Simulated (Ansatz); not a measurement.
# CuO (Tenorite) (C2/c) in Ansatz: settings compared

The runs below take CuO (Tenorite) through relaxation of cell and atoms, with PBEsol, m-r2SCAN.

Everything below comes from runs of Ansatz 0.2.0. Logs are shortened: lines on timing, memory, paths and dates and some standing lists are left out, and cuts for length are marked.

### 1 The crystal as given

Symmetry: C2/c, No. 15, monoclinic system. Conventional cell: a = 4.684 Å, b = 3.423 Å, c = 5.129 Å, α = 90.00°, β = 99.54°, γ = 90.00°. Cu (site symmetry -1) has 4 O at 1.95 to 1.96 Å as nearest neighbours. Around O (site symmetry 2) lie 4 Cu at 1.95 to 1.96 Å.

### 2 Relaxation of cell and atoms, PBEsol

The input, input.yaml:

```yaml
crystal:
  lattice:
    - [2.34185, -1.7113, 0.0]
    - [2.34185, 1.7113, 0.0]
    - [-0.8500274268, 0.0, 5.0578693947]
  atoms:
    - { symbol: Cu, position: [0.5, 0.0, 0.5] }
    - { symbol: Cu, position: [0.0, 0.5, 0.0] }
    - { symbol: O, position: [0.4184, 0.5816, 0.75] }
    - { symbol: O, position: [0.5816, 0.4184, 0.25] }
hamiltonian:
  xc: pbesol
  pseudopotentials: { kind: paw }
kpoints:
  mp_grid: { grid: [10, 10, 5] }
scf:
  occupations: { method: fermi_dirac, width: 0.05 }
output:
  forces: true
  stress: true
relax:
  f_tol: 0.01
  max_steps: 40
  cell: { stress_tol: 0.05 }
```

Potentials or basis: Ansatz PAW.

The run is started by

```console
> ansatz run input.yaml --threads 2 --pin off --max-ram 5120MiB --backend cpu --events-out ev --progress --plain --runs-dir out
```

The program printed:

```text
Warning: RAYON_NUM_THREADS=2 ignored (pool sized by the plan → 2); use --threads N
Engine: ansatz 0.2.0, x86_64-unknown-linux-gnu
Pseudopotentials: kind: paw
Pseudopotential: Cu, paw, valence charge 19, recommended cutoff 420 eV (normal), Cu.paw.azcp
Pseudopotential: O, paw, valence charge 6, recommended cutoff 420 eV (normal), O.paw.azcp
Functional definition: PBEsol
  exchange = pbesol_x
  correlation = pbesol_c
Crystal: 4 atoms, lattice volume = 40.540 Å³
Basis set: ecut = 420 eV, 787 PW (Γ), exchange–correlation on 40×40×72 points (8 copies of the dense FFT grid, shifted against one another)
Bands: 30, of which v1, the nominal top of the filled ones, is band 25 counted from 1 (24 counted from 0)
Symmetry: 4 space group operations
Space group: C2/c (ITA 15), of the structure as read, at distance tolerance 3.4e-5 Å
k-points: 141 of 500
Non-local potential: Cu, projectors of the file, l = 0: 3, l = 1: 2, l = 2: 3, l = 3: 1
Non-local potential: O, projectors of the file, l = 0: 2, l = 1: 2, l = 2: 1
PAW form: soft (Blöchl's): semilocal exchange-correlation on the pseudo side does not see the compensation charge
PAW frozen core: Cu, regenerated for the run's functional, and the local potential with it (the file was generated under x = pbe(κ = 0.804, μ = 0.2195149727645171), c = pbe(β = 0.06672455060314922))
PAW frozen core: O, regenerated for the run's functional, and the local potential with it (the file was generated under x = pbe(κ = 0.804, μ = 0.2195149727645171), c = pbe(β = 0.06672455060314922))
PAW one-centre angular grid: Cu, 590 points (default); XC on 64 Gauss nodes
PAW one-centre angular grid: O, 110 points (default); XC on 64 Gauss nodes
Initial density: superposition of atomic densities (neutral atoms: chi_scale 0, normalization atom), corrected by the library's trained network
Initial wavefunctions: pseudopotential atomic-orbital guess
Functional: x = pbesol(κ = 0.804, μ = 0.12345679012345678), c = pbesol(β = 0.046)
SCF iter   1: F=—  HF=-14296.443853 eV  |F-HF|=—  |Δ(HF+E_count)|=         —  Δρ=1.92e-2  dr2=9.62e-2  ethr=1.77e-3  ⟨swp⟩=5.8  Hψ=14715  notcnv=0
preconditioner: auto → Kerker (q_TF=auto, 2.825 Å⁻¹)  [metal: Δε(μ)=0.011 eV  Ē_g=11.113 eV  σ=0.050 eV  W_gap=0.05  n_scr=20 (ndim 8)  ℏωp=34.0 eV  f_vac=0.000  D(μ)=2.31/eV (n_scr^D=26)]
SCF iter   2: F=—  HF=-14296.417747 eV  |F-HF|=—  |Δ(HF+E_count)|=   2.61e-2  Δρ=7.55e-3  dr2=1.99e-2  ethr=1.92e-4  ⟨swp⟩=2.4  Hψ=7940  notcnv=0
SCF iter   3: F=—  HF=-14296.413222 eV  |F-HF|=—  |Δ(HF+E_count)|=   4.52e-3  Δρ=2.71e-3  dr2=2.53e-3  ethr=3.99e-5  ⟨swp⟩=2.4  Hψ=6856  notcnv=0
SCF iter   4: F=—  HF=-14296.412630 eV  |F-HF|=—  |Δ(HF+E_count)|=   5.92e-4  Δρ=9.08e-4  dr2=2.36e-4  ethr=5.07e-6  ⟨swp⟩=2.9  Hψ=7290  notcnv=0
SCF iter   5: F=—  HF=-14296.412639 eV  |F-HF|=—  |Δ(HF+E_count)|=   8.41e-6  Δρ=2.05e-4  dr2=1.75e-5  ethr=4.72e-7  ⟨swp⟩=2.3  Hψ=5776  notcnv=0
SCF iter   6: F=—  HF=-14296.412639 eV  |F-HF|=—  |Δ(HF+E_count)|=   1.38e-7  Δρ=4.95e-5  dr2=7.27e-7  ethr=3.51e-8  ⟨swp⟩=2.2  Hψ=6289  notcnv=0
SCF iter   7: F=—  HF=-14296.412639 eV  |F-HF|=—  |Δ(HF+E_count)|=   1.72e-7  Δρ=2.45e-5  dr2=2.38e-7  ethr=2.00e-10  ⟨swp⟩=4.0  Hψ=15452  notcnv=0
SCF iter   8: F=-14296.412639 eV  HF=-14296.412639 eV  |F-HF|=1.49e-8  |Δ(HF+E_count)|=   2.27e-9  Δρ=6.42e-6  dr2=1.36e-8  ethr=2.00e-10  ⟨swp⟩=4.0  Hψ=15148  notcnv=0
SCF 1 converged in 8 iterations: F = -14296.412639 eV  dr2 = 1.36e-8
[... 242 lines left out ...]
relax step  21: F+E_penalty+E_count = -14296.56216725 eV  Δ(F+E_penalty+E_count) = -5.193e-5 eV  max|allowed force component| = 1.079e-5 eV/Å  Δτ_max = 0.0005 Å  P = -0.003 GPa  Ω = 42.665 Å³  energy of the carried Pulay correction = -1.399e-5 eV  (4 SCF iters, dr2 threshold 1.56e-8 eV, accepted)
iter 1 solved again at ethr=8.22e-8 eV; its pass at ethr=3.10e-3 eV (dr2=4.11e-5 eV) is discarded
SCF iter   1: F=—  HF=-14296.562258 eV  |F-HF|=—  |Δ(HF+E_count)|=         —  Δρ=1.56e-4  dr2=2.56e-7  ethr=8.22e-8  ⟨swp⟩=3.0  Hψ=26151  notcnv=0
preconditioner: auto → LDOS  [metal: Δε(μ)=0.063 eV  Ē_g=11.363 eV  σ=0.050 eV  W_gap=0.28  n_scr=16 (ndim 8)  ℏωp=33.1 eV  f_vac=0.033  D(μ)=2.51/eV (n_scr^D=20)  β→1.0]
SCF iter   2: F=—  HF=-14296.562184 eV  |F-HF|=—  |Δ(HF+E_count)|=   7.36e-5  Δρ=1.00e-5  dr2=2.01e-8  ethr=5.12e-10  ⟨swp⟩=2.0  Hψ=7114  notcnv=0
SCF iter   3: F=—  HF=-14296.562184 eV  |F-HF|=—  |Δ(HF+E_count)|=   5.10e-9  Δρ=1.26e-5  dr2=3.51e-8  ethr=4.03e-11  ⟨swp⟩=2.0  Hψ=7771  notcnv=0
SCF iter   4: F=-14296.562184 eV  HF=-14296.562184 eV  |F-HF|=1.64e-11  |Δ(HF+E_count)|=   1.24e-8  Δρ=3.49e-7  dr2=2.40e-11  ethr=1.00e-12  ⟨swp⟩=3.8  Hψ=20405  notcnv=0
SCF 22 converged in 4 iterations: F = -14296.562184 eV  dr2 = 2.40e-11
relax step  22: F+E_penalty+E_count = -14296.56218444 eV  Δ(F+E_penalty+E_count) = -1.719e-5 eV  max|allowed force component| = 1.841e-6 eV/Å  Δτ_max = 0.0000 Å  P = -0.002 GPa  Ω = 42.665 Å³  stress off target by 2.75e-2 GPa  SCF on the basis re-selected at this cell (its energy is not comparable with the rows above)  (4 SCF iters)
basis re-selected at this cell: Δ(F+E_penalty+E_count) = -1.719e-5 eV, ΔP = +0.001 GPa vs the last step (what re-selecting the basis moved, of the pressure what is left beyond the Pulay correction that the steps carried, after the strain that the cell walked since its last selection, with what the two solves' SCF thresholds leave and, on support functions, any second-order correction that the steps lacked; it is no measure of the basis error at this ecutwfc). This SCF's stress stands 2.75e-2 GPa from its target on what of the cell is left free (relax.cell.stress_tol is 5.00e-2 GPa) and its largest allowed force component is 1.84e-6 eV/Å (relax.f_tol is 1.00e-2 eV/Å): within both
SCF converged after 4 iterations
Free energy (F): -14296.562184 eV
Harris-Foulkes:  -14296.562184 eV  (|F-HF|=1.64e-11)
Internal energy: -14296.541640 eV  (E = F + TS)
E sigma→0 (E₀):  -14296.551912 eV
Entropy (-TS):   -0.020544 eV (-5.136 meV/atom)
Fermi energy:    11.406602 eV
--- Per-component energies (eV) ---
  E_band       = -904.396255
  E_kinetic    = 942.079732
  E_local      = -10013.497630  (includes V_loc(G=0)·N_el)
  E_nonlocal   = 879.575665
  E_hartree    = 4330.830180
  E_xc         = -320.950421
  E_vxc        = -414.108800  (∫ρ·V_xc dr)
  E_paw        = -3552.080032  (= ΣΔE_a)
  E_vpaw       = -960.110716  (= ΣTr[D̂ρ^β])
  E_aug_tail   = 0.005437  (compensation charges beyond the density's cutoff)
  E_ewald      = -6562.987550
  E_core_change = 0.482980  (= ΣΔE_core)
  E_smearing   = -0.020544  (= −TS)
  E_closure    = -0.000000  (closes the sum)
  Σ components = -14296.562184   (vs F -14296.562184, Δ=0.00e0)
--- Forces (eV/Å), atoms counted from 1 ---
  atom   1  Cu     0.00000000     0.00000000     0.00000000
  atom   2  Cu    -0.00000000     0.00000000     0.00000000
  atom   3  O      0.00000000     0.00000184     0.00000000
  atom   4  O      0.00000000    -0.00000184     0.00000000
  max |Σ_I F_I| component: 1.26e-28 eV/Å
--- Stress (GPa, compression-positive) ---
       -0.026936       0.000000       0.002415
        0.000000       0.027540      -0.000000
        0.002415      -0.000000      -0.005988
  P = ⅓ Tr σ = -0.0018 GPa (-0.018 kbar)
--- Relaxed structure (17 steps of the walk, 16 accepted, 5 SCFs on fresh bases) ---
  F+E_penalty+E_count = -14296.56218444 eV   max|allowed force component| = 1.841e-6 eV/Å   (the final SCF, on the basis selected at the relaxed cell)
  cell:  # Å, volume = 42.6646 Å³
    - [2.0450174371494922, -2.0432823479114863, 0.15948038676014922]
    - [2.0450174371494922, 2.0432823479114863, 0.15948038676014922]
    - [-0.3978435606944235, 3.6197433800332464e-18, 5.074171269637494]
  atoms:
    - { symbol: Cu, position: [0.49999999999999994, -4.163336342344337e-17, 0.4999999999999999] }
    - { symbol: Cu, position: [-4.553649124439119e-18, 0.5, 0.0] }
    - { symbol: O, position: [0.4998867022230533, 0.5001132977769467, 0.75] }
    - { symbol: O, position: [0.5001132977769467, 0.4998867022230533, 0.24999999999999994] }
```

Run time: 28 s. Hardware: 2 threads of AMD EPYC 9R45 (Zen 5), shared host; peak memory 0.51 GiB.

Results:

```yaml
Free_energy: -14296.5622 eV
Relaxed_volume: 10.67 Å³/atom
Relaxed_cell: a = 2.895 Å, b = 2.895 Å, c = 5.090 Å, α = 90.02°, β = 90.02°, γ = 89.78°
Space_group_after_relaxing_to_0.05_Å: P4_2/mmc (No. 131)
Energy_gained_by_relaxing: 37.4 meV/atom
Ionic_steps: 21
Pressure_after_relaxing: 0.0 GPa
```

The path:
| step | energy change (eV) | largest force (eV/Å) | volume (Å³) |
| --- | --- | --- | --- |
| 1 | 0.0000 | 0.3619 | 40.54 |
| 2 | -0.0231 | 0.2980 | 40.67 |
| 3 | -0.0694 | 0.0223 | 41.31 |
| 4 | -0.0825 | 0.0120 | 40.98 |
| 5 | -0.0871 | 0.0004 | 41.71 |
| 6 | -0.0872 | 0.0010 | 41.79 |
| 7 | -0.0872 | 0.0000 | 41.79 |
| 8 | -0.1169 | 0.0018 | 41.79 |
| 9 | -0.1289 | 0.0087 | 42.15 |
| 10 | -0.1325 | 0.0150 | 42.54 |
| 11 | -0.1331 | 0.0017 | 42.48 |
| 12 | -0.1438 | 0.0032 | 42.48 |
| 13 | -0.1466 | 0.0011 | 42.59 |
| 14 | -0.1466 | 0.0013 | 42.65 |
| 15 | -0.1467 | 0.0001 | 42.64 |
| 16 | -0.1488 | 0.0005 | 42.64 |
| 17 | -0.1492 | 0.0002 | 42.66 |
| 18 | -0.1492 | 0.0000 | 42.66 |
| 19 | -0.1495 | 0.0000 | 42.66 |
| 20 | -0.1495 | 0.0000 | 42.66 |
| 21 | -0.1495 | 0.0000 | 42.66 |

Final structure:
```yaml
crystal:
  lattice:
    - [2.04502, -2.04328, 0.15948]
    - [2.04502, 2.04328, 0.15948]
    - [-0.39784, 0.00000, 5.07417]
  atoms:
    - { symbol: Cu, position: [0.50000, 0.00000, 0.50000] }
    - { symbol: Cu, position: [0.00000, 0.50000, 0.00000] }
    - { symbol: O, position: [0.49989, 0.50011, 0.75000] }
    - { symbol: O, position: [0.50011, 0.49989, 0.25000] }
```

Caveat: the plane-wave basis is chosen anew once the cell has moved, so the energies of steps on either side of that aren't comparable; the pressure holds a Pulay correction of +0.7 GPa for the finite cutoff; the run has no spin polarisation, though such a crystal can be magnetic; the PAW data sets come from PBE, with cores solved anew for the run's functional, which leaves a small shift of forces and pressure. Zero-point motion and thermal expansion aren't in these numbers.

### 3 Relaxation of cell and atoms, m-r2SCAN

Edit input.yaml of step 2 so:

```diff
@@ -11,3 +11,3 @@
 hamiltonian:
-  xc: pbesol
+  xc: mr2scan
   pseudopotentials: { kind: paw }
```

Potentials or basis: Ansatz PAW.

The run is started by

```console
> ansatz run input.yaml --threads 2 --pin off --max-ram 5120MiB --backend cpu --events-out ev --progress --plain --runs-dir out
```

Run time: 39 s. Hardware: 2 threads of AMD EPYC 9R45 (Zen 5), shared host; peak memory 0.64 GiB.

The run converged. Its results:

- Free energy: -14397.2918 eV
- Relaxed volume: 10.73 Å³/atom
- Relaxed cell: a = 2.894 Å, b = 2.894 Å, c = 5.124 Å, α = 90.01°, β = 90.01°, γ = 89.84°
- Space group after relaxing (to 0.05 Å): P4_2/mmc (No. 131)
- Energy gained by relaxing: 28.1 meV/atom
- Ionic steps: 13
- Pressure after relaxing: 0.0 GPa

The path:
| step | energy change (eV) | largest force (eV/Å) | volume (Å³) |
| --- | --- | --- | --- |
| 1 | 0.0000 | 0.2855 | 40.54 |
| 2 | -0.0152 | 0.2394 | 40.77 |
| 3 | -0.0588 | 0.0518 | 41.29 |
| 4 | -0.0740 | 0.0003 | 42.96 |
| 5 | -0.0947 | 0.0611 | 42.99 |
| 6 | -0.0997 | 0.0009 | 42.75 |
| 7 | -0.1001 | 0.0009 | 42.77 |
| 8 | -0.1002 | 0.0007 | 42.77 |
| 9 | -0.1093 | 0.0003 | 42.77 |
| 10 | -0.1115 | 0.0253 | 42.98 |
| 11 | -0.1122 | 0.0002 | 42.92 |
| 12 | -0.1122 | 0.0011 | 42.93 |
| 13 | -0.1125 | 0.0011 | 42.93 |

Final structure:
```
Cu O
1.0
     2.04345   -2.04380    0.15903
     2.04345    2.04380    0.15903
    -0.39825    0.00000    5.10827
Cu O
2 2
Direct
  0.50000 0.00000 0.50000
  0.00000 0.50000 0.00000
  0.50001 0.49999 0.75000
  0.49999 0.50001 0.25000
```

Caveat: the plane-wave basis is chosen anew once the cell has moved, so the energies of steps on either side of that aren't comparable; the run has no spin polarisation, though such a crystal can be magnetic; the PAW data sets come from PBE, with cores solved anew for the run's functional, which leaves a small shift of forces and pressure. Zero-point motion and thermal expansion aren't in these numbers.
